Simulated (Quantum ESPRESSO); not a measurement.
Crystal: CdS (Hawleyite).

```
Cd S
1.0
     0.00000    2.91650    2.91650
     2.91650    0.00000    2.91650
     2.91650    2.91650    0.00000
Cd S
1 1
Direct
  0.00000 0.00000 0.00000
  0.75000 0.75000 0.75000
```

Base run:

- Program: Quantum ESPRESSO 7.5
- Functional: AM05
- Potentials or basis: GBRV 1.5 PBE
- Cutoff: 612 eV
- Density cutoff: 4898 eV
- k mesh: 8 × 8 × 8, shifted
- Occupations: fermi-dirac, width 0.05 eV
- Spin: no spin polarisation

Its results: pressure 0.7 GPa; electronic dielectric tensor (diagonal) 6.33.

**Question.** The run is repeated on the same cell with these changes: functional from AM05 to WC. What comes out?

**Answer.** Pressure 0.2 GPa; electronic dielectric tensor (diagonal) 6.55.

Caveats: the potentials were made for another functional, which shifts forces and pressure.
